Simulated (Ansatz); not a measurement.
The system is CdTe.

```xyz
2
Lattice="0.0000 3.2050 3.2050 3.2050 0.0000 3.2050 3.2050 3.2050 0.0000" Properties=species:S:1:pos:R:3 pbc="T T T"
Te    4.8075    4.8075    4.8075
Cd    0.0000    0.0000    0.0000
```

| Quantity | Value |
| --- | --- |
| Program | Ansatz 0.2.0 |
| Task | relaxation of cell and atoms |
| Functional | PBEsol |
| Potentials or basis | all-electron LAPW, scalar-relativistic |
| Basis error allowed | 0.001 eV/atom |
| k mesh | 7 × 7 × 7 |
| Occupations | fermi-dirac, width 0.05 eV |
| Spin | no spin polarisation |

At the start: volume 32.92 Å³/atom.

Task: How do energy, volume and symmetry change on relaxing?

Result: Over 5 steps the energy falls by 6.3 meV/atom and the volume is 34.17 Å³/atom (+3.8 %); space group F-43m (No. 216, to 0.05 Å).

Step by step:
| step | energy change (eV) | largest force (eV/Å) | volume (Å³) |
| --- | --- | --- | --- |
| 1 | 0.0000 | 0.0000 | 65.84 |
| 2 | -0.0087 | 0.0000 | 69.81 |
| 3 | -0.0126 | 0.0000 | 68.44 |
| 4 | -0.0127 | 0.0000 | 68.34 |
| 5 | -0.0127 | 0.0000 | 68.34 |

Final structure:
```
CELL_PARAMETERS angstrom
0.00000 3.24496 3.24496
3.24496 0.00000 3.24496
3.24496 3.24496 0.00000
ATOMIC_POSITIONS crystal
Te 0.75000 0.75000 0.75000
Cd 0.00000 0.00000 0.00000
```
